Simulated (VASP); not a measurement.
GaSb: single point with PBE

**Measured values to compare with.**

From a printed reference work, data compilation, for a bulk crystal of GaSb at 4.2 K: band gap 0.811 eV (direct).

The system is GaSb.

```xyz
2
Lattice="0.0000 3.1078 3.1078 3.1078 0.0000 3.1078 3.1078 3.1078 0.0000" Properties=species:S:1:pos:R:3 pbc="T T T"
Ga    0.0000    0.0000    0.0000
Sb    4.6617    4.6617    4.6617
```

```
Program                : VASP 6.6.1
Task                   : single point
Functional             : PBE
Potentials or basis    : VASP PAW PBE potentials, release 64 (Ga_d, Sb)
Cutoff                 : 520 eV
k mesh                 : 12 × 12 × 12
Occupations            : fermi-dirac, width 0.15 eV
Spin                   : no spin polarisation
Dipole correction      : no
Further INCAR settings : ALGO = Normal; EDIFF = 1e-07; NBANDS = 16
```

```yaml
Pressure: 0.1 GPa
Band_gap_on_the_k_mesh: zero (filled and empty bands touch)
```

Levels at points of the mesh, in eV from the Fermi level:
```tsv
k point	band 6	band 7	band 8	band 9	band 10	band 11	band 12	band 13
(0.00, 0.00, 0.00)	-11.34	-0.48	-0.18	-0.18	-0.18	2.61	2.61	2.61
(0.50, 0.00, 0.00)	-9.84	-6.32	-1.26	-1.26	0.13	3.56	3.56	6.31
(0.50, 0.50, 0.00)	-9.07	-6.78	-2.60	-2.60	0.77	1.16	8.19	8.19
```

Run time: 77 s on 1 thread of AMD EPYC 9R14 (Zen 4) (shared host), peak memory 0.21 GiB.

A measured gap of GaSb is 0.811 eV (direct; 4.2 K; a printed reference work, data compilation); the calculated 0.00 eV misses it by -0.81 eV. Spin-orbit coupling on Ga, Sb is left out. The value is that of PBE on a finite k mesh, which can miss the band edges, without temperature or zero-point motion. Semilocal functionals fall short of measured gaps as a rule.

Caveat: semilocal functionals underestimate gaps, and a narrow one can read as zero; spin-orbit coupling is left out, which moves the levels of the heavy elements.
